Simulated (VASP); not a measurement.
Crystal: MoSe2.

```
Mo Se
1.0
     3.28800    0.00000    0.00000
    -1.64400    2.84749    0.00000
     0.00000    0.00000   12.90000
Mo Se
2 4
Direct
  0.66667 0.33333 0.75000
  0.33333 0.66667 0.25000
  0.66667 0.33333 0.37500
  0.33333 0.66667 0.87500
  0.66667 0.33333 0.12500
  0.33333 0.66667 0.62500
```

```yaml
Program: VASP 6.6.1
Task: relaxation of cell and atoms
Functional: LDA
Potentials_or_basis: VASP PAW LDA potentials, release 64 (Mo_sv, Se)
Cutoff: 600 eV
k_mesh: 9 × 9 × 2
Occupations: fermi-dirac, width 0.05 eV
Spin: no spin polarisation
```

At the start: pressure 1.1 GPa; volume 20.13 Å³/atom.

**Question.** How do energy, volume and symmetry change on relaxing?

**Answer.** Over 16 steps the energy falls by 12.2 meV/atom and the volume is 19.44 Å³/atom (-3.4 %); space group P6_3/mmc (No. 194, to 0.05 Å).

Step by step:
| step | energy change (eV) | largest force (eV/Å) | pressure (GPa) | volume (Å³) |
| --- | --- | --- | --- | --- |
| 1 | 0.0000 | 0.6608 | 1.14 | 120.78 |
| 2 | 0.0060 | 0.5839 | -4.63 | 123.26 |
| 3 | -0.0444 | 0.0274 | -1.78 | 121.97 |
| 4 | -0.0592 | 0.0712 | 0.45 | 119.05 |
| 5 | -0.0612 | 0.0595 | -0.14 | 119.79 |
| 6 | -0.0628 | 0.0903 | 0.04 | 119.48 |
| 7 | -0.0652 | 0.1854 | 0.58 | 118.55 |
| 8 | -0.0656 | 0.1786 | 0.55 | 118.52 |
| 9 | -0.0670 | 0.1593 | 0.42 | 118.44 |
| 10 | -0.0691 | 0.1218 | 0.17 | 118.28 |
| 11 | -0.0712 | 0.0472 | -0.32 | 117.96 |
| 12 | -0.0713 | 0.0314 | -0.43 | 117.89 |
| 13 | -0.0720 | 0.0260 | -0.34 | 117.62 |
| 14 | -0.0729 | 0.0160 | -0.19 | 117.15 |
| 15 | -0.0731 | 0.0043 | 0.15 | 116.20 |
| 16 | -0.0733 | 0.0065 | -0.03 | 116.66 |

Final structure:
```
CELL_PARAMETERS angstrom
3.25382 0.00000 0.00000
-1.62691 2.81789 0.00000
0.00000 0.00000 12.72357
ATOMIC_POSITIONS crystal
Mo 0.66667 0.33333 0.75000
Mo 0.33333 0.66667 0.25000
Se 0.66667 0.33333 0.38040
Se 0.33333 0.66667 0.88040
Se 0.66667 0.33333 0.11960
Se 0.33333 0.66667 0.61960
```
